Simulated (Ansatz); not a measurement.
**Convergence test, Ti₂C**

Computed with DFT r2SCAN, scalar-relativistic, plane waves, PAW in Ansatz 0.2.0.

```xyz
3
Lattice="1.5407 0.8895 4.8138 -1.5407 0.8895 4.8138 0.0000 -1.7790 4.8138" Properties=species:S:1:pos:R:3 pbc="T T T"
Ti    0.0000    0.0000    3.5453
Ti    0.0000    0.0000   10.8960
C     0.0000    0.0000    7.2207
```

```
plane-wave cutoff : 500 eV
occupation rule   : Gaussian smearing, 0.1 eV
spin treatment    : unpolarised
```

The atoms stay fixed while the k-point mesh is varied. ΔE is the energy extrapolated to zero smearing, less that of the reference run (24×24×24). The cell isn't necessarily relaxed at this level. The meshes are Γ-centred. Pressure is positive in compression.

Times are rough; the reference took 91 s on 1 thread of Arm Neoverse V1 (shared host), peak memory 1.2 GiB.

(1) Tried: 1×1×1, 3×3×3, 6×6×6, 12×12×12, 18×18×18, 24×24×24. From which k-point mesh on does the energy per atom stay within 100, 10 and 1 meV of the reference?

Answers

(1) 1×1×1 for 100 meV, 6×6×6 for 10 meV, 12×12×12 for 1 meV. The reference itself isn't shown to be converged. At 6×6×6, where the energy is within 10 meV, force components already agree to within 0.010 eV/Å, where the largest force is 0.084 eV/Å.

| mesh | ΔE (meV/atom) | P (GPa) | largest change of a force component (eV/Å) | irreducible points | wall time (s) |
| --- | --- | --- | --- | --- | --- |
| 1×1×1 | 76.1 | 12.17 | 7.433 | 1 | 2 |
| 3×3×3 | -68.2 | -1.25 | 0.032 | 6 | 2.1 |
| 6×6×6 | 6.34 | -0.35 | 0.010 | 32 | 3.8 |
| 12×12×12 | -0.44 | -0.50 | 0.004 | 189 | 14 |
| 18×18×18 | -0.11 | -0.50 | 0.000 | 580 | 70 |
| 24×24×24 | 0.00 | -0.50 | 0.000 | 1313 | 91 |